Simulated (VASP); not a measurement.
Set up this calculation in VASP 6.6.1, as the native input.

```yaml
Task: G0W0 quasiparticle levels
Functional: PBE
Potentials_or_basis: VASP PAW PBE potentials, release 64 (Ga_d_GW, P_GW)
Cutoff: 500 eV
k_mesh: 4 × 4 × 4
Occupations: gaussian, width 0.01 eV
Spin: no spin polarisation
GW_scheme: G0W0
GW_iterations: 1
Cutoff_of_the_response_function: 150
Frequency_points: 48
Empty_bands: 151
Further_INCAR_settings: ALGO = EVGW0; EDIFF = 1e-08; NBANDS = 160
```

The system is GaP.

```xyz
2
Lattice="0.0000 2.7184 2.7184 2.7184 0.0000 2.7184 2.7184 2.7184 0.0000" Properties=species:S:1:pos:R:3 pbc="T T T"
Ga    0.0000    0.0000    0.0000
P     1.3592    1.3592    1.3592
```

The input as run:

POSCAR

```
GaP                                     
1.0
    0.0000000000      2.7184163014      2.7184163014
    2.7184163014      0.0000000000      2.7184163014
    2.7184163014      2.7184163014      0.0000000000
  Ga              P             
     1     1
Direct
     0.0000000000000000    0.0000000000000000    0.0000000000000000
     0.2500000000000000    0.2500000000000000    0.2500000000000000
```

INCAR.step1

```
SYSTEM = GaP
PREC = Accurate ; ENCUT = 500
EDIFF = 1E-8 ; ISMEAR = 0
SIGMA = 0.01 ; LREAL = .False.
LASPH = .True. ; NELM = 80
ALGO = Normal ; LWAVE = .True.
LCHARG = .False. ; GGA = PE
KPAR = 4
```

INCAR.step2

```
SYSTEM = GaP
PREC = Accurate ; ENCUT = 500
EDIFF = 1E-8 ; ISMEAR = 0
SIGMA = 0.01 ; LREAL = .False.
LASPH = .True. ; NELM = 1
ALGO = Exact ; LWAVE = .True.
LCHARG = .False. ; GGA = PE
KPAR = 4 ; NBANDS = 160
LOPTICS = .True. ; ISTART = 1
```

INCAR.step3

```
SYSTEM = GaP
PREC = Accurate ; ENCUT = 500
EDIFF = 1E-8 ; ISMEAR = 0
SIGMA = 0.01 ; LREAL = .False.
LASPH = .True. ; ALGO = EVGW0
LWAVE = .False. ; LCHARG = .False.
GGA = PE ; KPAR = 4
NELMGW = 1 ; NBANDS = 160
ENCUTGW = 150 ; NOMEGA = 48
PRECFOCK = Fast ; ISTART = 1
NBANDSGW = 17
```

KPOINTS

```
regular mesh
0
Gamma
  4 4 4
  0 0 0
```

Potentials or basis: VASP PAW PBE potentials, release 64 (Ga_d_GW, P_GW).

Run with:

```bash
$ cat potpaw_PBE.64/Ga_d_GW/POTCAR potpaw_PBE.64/P_GW/POTCAR > POTCAR
$ cp INCAR.step1 INCAR
$ mpirun -np 4 vasp_std > vasp.out
$ cp INCAR.step2 INCAR
$ mpirun -np 4 vasp_std > vasp.out
$ cp INCAR.step3 INCAR
$ mpirun -np 4 vasp_std > vasp.out
```

Results of the run:

```json
{
  "Band gap on the k mesh, mean-field level": "1.61 eV, indirect (least direct gap 1.88 eV)",
  "Quasiparticle gap": "2.11 eV",
  "Least direct quasiparticle gap": "2.79 eV"
}
```

Caveat: the k mesh is coarse (spacing up to 0.50 Å⁻¹), so the values aren't converged; bands, screening cutoff and mesh are small and nothing is extrapolated, so the quasiparticle values aren't converged.

It took 66 s on 4 MPI ranks on Intel(R) Xeon(R) Platinum 8488C (Sapphire Rapids), on a shared host, peak memory 0.36 GiB a rank.
